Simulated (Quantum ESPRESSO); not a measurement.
A calculation with Quantum ESPRESSO 7.5 of Li (native input, structure typed inline):

Contents of pw.in:

```
&CONTROL
  calculation = 'scf'
  prefix = 'pwscf'
  outdir = './tmp'
  pseudo_dir = './pseudo'
  tprnfor = .true.
  tstress = .true.
  disk_io = 'nowf'
/
&SYSTEM
  ibrav = 0
  nat = 1
  ntyp = 1
  ecutwfc = 55
  ecutrho = 440
  nbnd = 6
  occupations = 'smearing'
  smearing = 'fd'
  degauss = 0.00367493
/
&ELECTRONS
  conv_thr = 2d-10
  electron_maxstep = 120
  mixing_beta = 0.5
/
ATOMIC_SPECIES
Li     6.9400 li_pbe_v1.4.uspp.F.UPF
CELL_PARAMETERS angstrom
   0.0000000000    2.2020000000    2.2020000000
   2.2020000000    0.0000000000    2.2020000000
   2.2020000000    2.2020000000    0.0000000000
ATOMIC_POSITIONS crystal
Li     0.0000000000    0.0000000000    0.0000000000
K_POINTS automatic
10 10 10 0 0 0
```

Potentials or basis: SSSP 1.3 efficiency PBE.

The run is started by

```bash
$ OMP_NUM_THREADS=1 pw.x -in pw.in > pw.out
```

This isn't the form of Li at room conditions, which is bcc.

Write the same calculation in another form: ASE script, structure from a P1 CIF.

As run:

File run.py:

```python
import numpy as np
from ase.calculators.espresso import Espresso, EspressoProfile
from ase.io import read

atoms = read('Li.cif')

input_data = {
    'control': {'calculation': 'scf', 'prefix': 'pwscf', 'outdir': './tmp', 'tprnfor': True, 'tstress': True, 'disk_io': 'nowf'},
    'system': {'ecutwfc': 55.0, 'ecutrho': 440.0, 'nbnd': 6, 'occupations': 'smearing', 'smearing': 'fd', 'degauss': 0.00367493},
    'electrons': {'conv_thr': 2e-10, 'electron_maxstep': 120, 'mixing_beta': 0.5},
}
pseudopotentials = {'Li': 'li_pbe_v1.4.uspp.F.UPF'}
profile = EspressoProfile(command='pw.x', pseudo_dir='pseudo')
dft = Espresso(profile=profile, input_data=input_data, pseudopotentials=pseudopotentials, kpts=(10, 10, 10), koffset=(0, 0, 0))
atoms.calc = dft

print(f'energy {atoms.get_potential_energy():.8f} eV')
print('forces (eV/A)')
print(np.round(atoms.get_forces(), 6))
print('stress (eV/A^3, Voigt)')
print(np.round(atoms.get_stress(), 8))
print(f'Fermi level {dft.get_fermi_level():.4f} eV')
```

Li.cif

```cif
data_Li
_cell_length_a 3.11409826
_cell_length_b 3.11409826
_cell_length_c 3.11409826
_cell_angle_alpha 60.00000000
_cell_angle_beta 60.00000000
_cell_angle_gamma 60.00000000
_space_group_name_H-M_alt 'P1'
_space_group_name_Hall 'P 1'
_space_group_IT_number 1
loop_
_space_group_symop_operation_xyz
'x,y,z'
loop_
_atom_site_label
_atom_site_type_symbol
_atom_site_symmetry_multiplicity
_atom_site_Wyckoff_symbol
_atom_site_fract_x
_atom_site_fract_y
_atom_site_fract_z
_atom_site_occupancy
Li1 Li 1 a 0.0000000000 0.0000000000 0.0000000000 1
```

Potentials or basis: SSSP 1.3 efficiency PBE.

Command:

```sh
$ OMP_NUM_THREADS=1 python run.py
```

Both were run:

|  | native input, structure typed inline | ASE script, structure from a P1 CIF |
| --- | --- | --- |
| Pressure | -0.7 GPa | -0.7 GPa |
| Band gap on the k mesh | none (metal or under the smearing width) | none (metal or under the smearing width) |

Keys that steer only the numerical path or the files written may differ.
